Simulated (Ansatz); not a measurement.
Here is an Ansatz 0.2.0 calculation.

File input.yaml:

```yaml
crystal:
  lattice:
    - [0.0, 3.059, 3.059]
    - [3.059, 0.0, 3.059]
    - [3.059, 3.059, 0.0]
  atoms:
    - { symbol: Sb, position: [0.75, 0.75, 0.75] }
    - { symbol: Ga, position: [0.0, 0.0, 0.0] }
hamiltonian:
  xc: { exchange: pbe, correlation: pbe, exx: { coeff: 0.25, omega: 0.3 } }
  pseudopotentials: { kind: paw }
kpoints:
  mp_grid: { grid: [4, 4, 4] }
  band_path:
    path:
      - [[0.0, 0.0, 0.0], [0.5, 0.0, 0.5], [0.5, 0.25, 0.75], [0.375, 0.375, 0.75], [0.0, 0.0, 0.0], [0.5, 0.5, 0.5], [0.625, 0.25, 0.625], [0.5, 0.25, 0.75], [0.5, 0.5, 0.5], [0.375, 0.375, 0.75]]
      - [[0.625, 0.25, 0.625], [0.5, 0.0, 0.5]]
    npoints: 4
scf:
  occupations: { method: fermi_dirac, width: 0.05 }
  n_extra_bands: 6
output:
  forces: true
  stress: true
  eigenvalues: true
  fatbands: false
  write_density: true
  write_potential: true
  elf: true
  volumetric_format: npy
```

Potentials or basis: Ansatz PAW.

Launch:

```bash
$ ansatz run input.yaml --threads 2 --pin off --max-ram 5632MiB --backend cpu --events-out ev --progress --plain --runs-dir out
```

Task: Predict the band gap along the path.

Result: 0.72 eV, direct.

Task: Estimate the band gap on the k mesh.

Result: 0.72 eV, direct.

Task: Predict the pressure.

Result: 1.1 GPa.

Levels at the corners of the path, in eV from the valence-band top:
| point | band 10 | band 11 | band 12 | band 13 | band 14 | band 15 | band 16 | band 17 | band 18 | band 19 |
| --- | --- | --- | --- | --- | --- | --- | --- | --- | --- | --- |
| Γ | -17.57 | -12.46 | 0.00 | 0.00 | 0.00 | 0.72 | 3.28 | 3.28 | 3.28 | 6.44 |
| X | -17.57 | -9.73 | -7.28 | -2.75 | -2.75 | 1.32 | 1.64 | 9.67 | 9.67 | 11.02 |
| W | -17.57 | -9.69 | -7.13 | -3.56 | -3.31 | 4.35 | 4.81 | 5.08 | 5.30 | 10.84 |
| K | -17.57 | -9.81 | -7.08 | -3.83 | -2.33 | 1.84 | 4.45 | 7.42 | 7.61 | 8.26 |
| Γ | -17.57 | -12.46 | 0.00 | 0.00 | 0.00 | 0.72 | 3.28 | 3.28 | 3.28 | 6.44 |
| L | -17.57 | -10.66 | -6.80 | -1.22 | -1.22 | 0.91 | 4.28 | 4.28 | 7.07 | 10.19 |
| U | -17.57 | -9.81 | -7.08 | -3.83 | -2.33 | 1.84 | 4.45 | 7.42 | 7.61 | 8.26 |
| W | -17.57 | -9.69 | -7.13 | -3.56 | -3.31 | 4.35 | 4.81 | 5.08 | 5.30 | 10.84 |
| L | -17.57 | -10.66 | -6.80 | -1.22 | -1.22 | 0.91 | 4.28 | 4.28 | 7.07 | 10.19 |
| K | -17.57 | -9.81 | -7.08 | -3.83 | -2.33 | 1.84 | 4.45 | 7.42 | 7.61 | 8.26 |
| U | -17.57 | -9.81 | -7.08 | -3.83 | -2.33 | 1.84 | 4.45 | 7.42 | 7.61 | 8.26 |
| X | -17.57 | -9.73 | -7.28 | -2.75 | -2.75 | 1.32 | 1.64 | 9.67 | 9.67 | 11.02 |

Caveat: the k mesh is coarse (spacing up to 0.44 Å⁻¹), so the values aren't converged, least of all with exact exchange; spin-orbit coupling is left out, which moves the levels of the heavy elements; the PAW data sets come from PBE, with cores solved anew for the run's functional, which leaves a small shift of forces and pressure; the thresholds are loose for stress.
